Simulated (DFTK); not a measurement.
NaCl under changes of volume

One of the cells (21.478 Å³/atom); the others are scaled copies at fixed shape and fractional positions:

```
Cl Na
1.0
     3.50219    0.00000    0.00000
     0.00000    3.50219    0.00000
     0.00000    0.00000    3.50219
Cl Na
1 1
Direct
  0.50000 0.50000 0.50000
  0.00000 0.00000 0.00000
```

Measurements of this composition are mostly on another form, of space group No. 225.

* Program: DFTK 0.8.2
* Functional: PBE
* Potentials or basis: dojo.nc.sr.pbe.v0_4_1.standard.upf (PBE)
* Cutoff: 1197 eV
* k mesh: 8 × 8 × 8
* Occupations: fermi-dirac, width 0.05 eV
* Spin: no spin polarisation

| volume (Å³/atom) | energy over the lowest point (meV/atom) | pressure (GPa) | gap on the mesh (eV) |
| --- | --- | --- | --- |
| 20.189 | 8.09 | 2.0 | 4.20 |
| 20.619 | 3.69 | 1.3 | 4.12 |
| 21.048 | 1.05 | 0.7 | 4.05 |
| 21.478 | 0.00 | 0.1 | 3.98 |
| 21.907 | ? | ? | ? |
| 22.337 | 1.97 | -0.8 | 3.85 |
| 22.766 | 4.72 | -1.2 | 3.80 |

Question: What does the run at 21.907 Å³/atom give?

Answer: Energy over the lowest point 0.36 meV/atom; pressure -0.4 GPa; gap on the mesh 3.92 eV.

Worked out: A Birch-Murnaghan fit of order 3 (a polynomial in V^(-2/3)) to the other rows has its minimum at 21.58 Å³/atom with B0 = V·E''(V) = 26 GPa and B' = 4.6. It gives 0.35 meV/atom at 21.907 Å³/atom, against the run's 0.36, and -dE/dV = -0.4 GPa, against -0.4. A straight line through the other rows of the gap, of slope -3.34 eV per unit of ln V, gives 3.92 eV, against the run's 3.92.

Energies are extrapolated to zero smearing.

A mesh can miss the band edges.
